# Sliding the tantalum in TaN

What does it take to push all the tantalum atoms of TaN 0.375 Å sideways while every nitrogen atom stays where it is? The calculation has been done at shorter and longer shifts, and the row in between is left open here. Three quantities are wanted for it: the energy stored, the force that drives the tantalum back, and the pressure that builds up in a cell that isn't allowed to change its size. The known rows should show whether the tantalum sits on a plain spring, runs into a wall that stiffens, or meets something softer.

TaN (P-62m, 6 atoms in the cell, a = 5.179, c = 2.896 Å), with all Ta atoms moved along Cartesian y and the N atoms and cell held fixed. Ansatz 0.2.0, scalar-relativistic PBEsol, plane waves with PAW datasets, no spin polarisation, cutoff 420 eV, k mesh 12×12×16, Gaussian smearing 0.15 eV. Energies are free energies relative to the undisturbed cell; pressure is positive in compression.

| displacement (Å) | energy change (eV a cell) | force along direction (eV/Å summed over the moved atoms) | pressure (GPa) |
| --- | --- | --- | --- |
| -0.5 | 6.547 | 24.879 | 43.88 |
| -0.25 | 1.692 | 13.435 | 11.24 |
| 0 | 0.000 | 0.000 | 0.00 |
| 0.125 | 0.425 | -6.790 | 2.82 |
| 0.375 | ? | ? | ? |
| 0.4375 | 5.073 | -22.286 | 33.95 |

**The shape of the well**

The undisturbed cell is relaxed, so there is no force at zero displacement. Moving the tantalum shortens some Ta–N bonds and lengthens others. Taken together, these changes cost energy, and the atoms are driven back. The table shows this at every shifted point: the energy change is positive, and the force along the line points back towards zero.

The rows lie on both sides of zero, and symmetry lets them be read together. The crystal has a twofold axis along x, which turns a shift along +y into a shift along −y and leaves the crystal otherwise the same. Energy and pressure must therefore depend only on the length of the shift, while the force along the line merely changes sign. Along x no symmetry operation reverses the shift, so there the two directions could differ and each would need its own points.

A plain spring has a simple signature: twice the shift gives four times the energy. Going from 0.125 to 0.25 Å multiplies the energy by 3.98, almost the spring's factor. Going from 0.25 to 0.5 Å multiplies it by only 3.87. The well is thus close to a spring, but it gives way slightly as the shift grows.

The force shows the same softening more strongly. Force divided by displacement falls by 8.4 % between 0.125 and 0.5 Å, whereas the stiffness obtained from the energy, $2E/d^2$, falls by 3.7 %. The difference is natural, because the energy adds up the resistance along the whole path and so remembers the stiff beginning. The force reports only the place that the atoms have reached.

**From the picture to a number**

Let $d$ be the displacement and $E$ the energy change. Symmetry forbids odd powers in the energy, so the shortest expression that contains a spring and its softening is

$$E = a\,d^2 + b\,d^4 .$$

A least-squares fit to the five known rows gives $a = 27.43$ eV/Å² and $b = -4.92$ eV/Å⁴. The first term is the spring, and the negative second term is its loss of stiffness.

The open row took no part in the fit. At $d = 0.375$ Å the squares and fourth powers give

$$E = 27.43 \times 0.1406 - 4.92 \times 0.0198 = 3.857 - 0.097 = 3.76\ \text{eV}.$$

Softening therefore takes away only a few hundredths of the spring energy. A pure spring set by the smallest shift would give 3.825 eV, so the open row can tell the two descriptions apart.

The force is minus the slope of the energy, which leaves a linear and a cubic term. Fitted to the force column itself, on the same five rows, these two terms give −19.5 eV/Å at the open point. The slope of the energy curve gives the same value to this accuracy. That agreement shows that the two columns fit together; it is not a second, independent piece of physics.

**Why a sideways push makes pressure**

The pressure column may look surprising, since nothing has squeezed the cell. But a bond resists shortening more strongly than it resists lengthening by the same amount. When the tantalum moves, the shortened bonds push outward harder than the lengthened ones pull inward. The fixed cell would then like to expand, which is what a positive pressure means.

To leading order this imbalance grows with the square of the shift, as the energy does. The two columns should therefore rise nearly in step, and they do. Pressure times cell volume, divided by the energy change, stays between 2.79 and 2.81 in the four shifted rows. A fit of the pressure with a square and a fourth-power term, again on the five known rows, gives 25.1 GPa at the open point.

**Forecasts for 0.375 Å**

- Energy change: 3.76 ± 0.02 eV a cell, slightly below the pure spring.
- Force along the direction: −19.5 ± 0.1 eV/Å, summed over the three tantalum atoms.
- Pressure: 25.1 ± 0.2 GPa.

The ranges are a judgement. They are two to two and a half times the typical error found when each known row in turn is left out and predicted from the others. They allow for higher powers of the shift, which the short expressions omit. They don't cover errors that all rows share, such as the use of PBEsol with PAW datasets made for PBE.

One weakness lies at the far end of the scan. The shortest Ta–N bond is 2.04 Å in the relaxed cell, and at a shift of 0.5 Å it has shrunk to 1.624 Å. The run converged and recorded no warning of its own. The data makers' notes do call the atoms far too close at some points of the scan, but that caution rests on their tests on other systems, not on this run. Overlapping PAW spheres may then add an error, and no test of it is at hand. The forecast leans partly on this row.

The withheld rows as computed:

| displacement (Å) | energy change (eV a cell) | force along direction (eV/Å summed over the moved atoms) | pressure (GPa) |
| --- | --- | --- | --- |
| 0.375 | 3.764 | -19.582 | 25.12 |

**Hits and misses**

All three values fall inside their ranges. The energy comes out 0.005 eV above the fitted curve, about 0.1 % of its value. The pure spring overshoots by 0.061 eV, or 1.6 %. The small fourth-power term is thus needed to describe the computed well, although a spring alone would be good enough for a rough estimate.

The pressure is missed by 0.03 GPa, also about 0.1 %. The force is the least comfortable hit: the computed pull is 0.08 eV/Å stronger than the fit gave, which uses up most of the allowed range. Relative to the force itself this is still only 0.4 %.

There is a simple reason why the force is harder to predict than the energy. A force is the slope of an energy, and taking a slope raises the weight of the higher powers. Measured against the spring's own part, a sixth-power term in the energy counts three times as much in the force. An expression that leaves it out can therefore miss the force by a larger share, even when it is fitted to the force column itself, as here. A sixth-power term alone can't supply the missing shape, though. From the shortest shift to the longest, force over displacement runs 54.32, 53.74, 52.22, 50.94 and 49.76 eV/Å². Per unit of $d^2$ it falls by about 12, 19, 25 and then only 20 eV/Å⁴. A single sixth-power term would change this rate in one direction only, so still higher powers or small numerical irregularities must take part.

**Where the softening sits**

The forces on the single atoms, from the same runs, show where the well gives way. The cell has two kinds of tantalum site. One atom has the shortest bonds, which lie in the basal plane, as the shift does. Its force along the line, divided by the displacement, rises from 21.9 eV/Å² at 0.125 Å to 25.9 eV/Å² at 0.5 Å. This site stiffens, as expected when an atom closes in on a neighbour that lies only 30° off its path. For the other two atoms together the same measure falls from 32.4 to 23.9 eV/Å². The slight softening of the whole well is what remains when the two opposite trends are added.

Geometry offers a possible reason. Each of the two softening atoms has six nitrogen neighbours at 2.15 Å, three above its own plane and three below. Pushed sideways, neither moves straight at a neighbour, and the shift along y meets the two differently. One heads nearly for the gap between an upper and a lower nitrogen atom; the other passes further to the side of such a pair. They also soften unequally: between 0.125 and 0.4375 Å the same measure falls from 16.9 to 15.3 eV/Å² for one and from 15.5 to 10.8 eV/Å² for the other. A slanted bond closes more and more slowly as the shift grows, and this is expected to count most for the atom that passes furthest from its neighbours. The in-plane bond at 30° slows as well, only less, so the outcome at each site is a balance against the steepening repulsion. How much of the softening this explains isn't shown, because the electrons also rearrange as the atoms move. Overlapping PAW spheres aren't ruled out either: the closest contact belongs to the site that stiffens, but the nearest bonds of the softening atoms shorten too.

**What the pressure says about the spring**

The steady ratio of pressure to energy has a useful meaning. If the stored energy drops when the cell grows, the spring must be softer in a larger cell. The pressure measures how fast. For small shifts $E = \tfrac12 K d^2$, where $K$ is the stiffness, and a uniform change of the volume $V$ carries the atoms along, so $d$ grows as $V^{1/3}$. With the pressure $P = -\mathrm{d}E/\mathrm{d}V$ this gives

$$-\frac{\mathrm{d}\ln K}{\mathrm{d}\ln V} = \frac{PV}{E} + \frac{2}{3}.$$

The row at −0.25 Å gives $PV/E = 2.79$, and the right-hand side is then about 3.5. Taking 1 % off the volume makes the spring about 3.5 % stiffer. In terms of length the effect is three times as large: shortening all cell edges by 1 % stiffens it by roughly 10 %. The stiffness of the bonds between tantalum and nitrogen thus depends clearly on their length, even though the well looks almost like an ideal spring.

This also shows why a nearly perfect parabola is no proof of simple bonds. The symmetry of the shift cancels the imbalance between shortened and lengthened bonds in the energy curve, where it would appear as a cubic term. It can't cancel it in the pressure, because both directions of the shift push the cell outward. How strongly this spring reacts to a change of volume can thus be read from the pressure column, but not from the shape of the well alone.

The same well answers a question about stability, within limits. If the central position were unstable along this line, the energy would fall on leaving zero and the force would point outward. Neither happens at any computed point, so the scan shows a single well and no tendency towards a polar distortion of this kind. Other patterns, in which the tantalum atoms move against one another or the nitrogen atoms follow, may be softer and would need their own scans. The relaxation kept the symmetry of the starting cell, so the undisturbed cell could even be a saddle point along such a pattern.
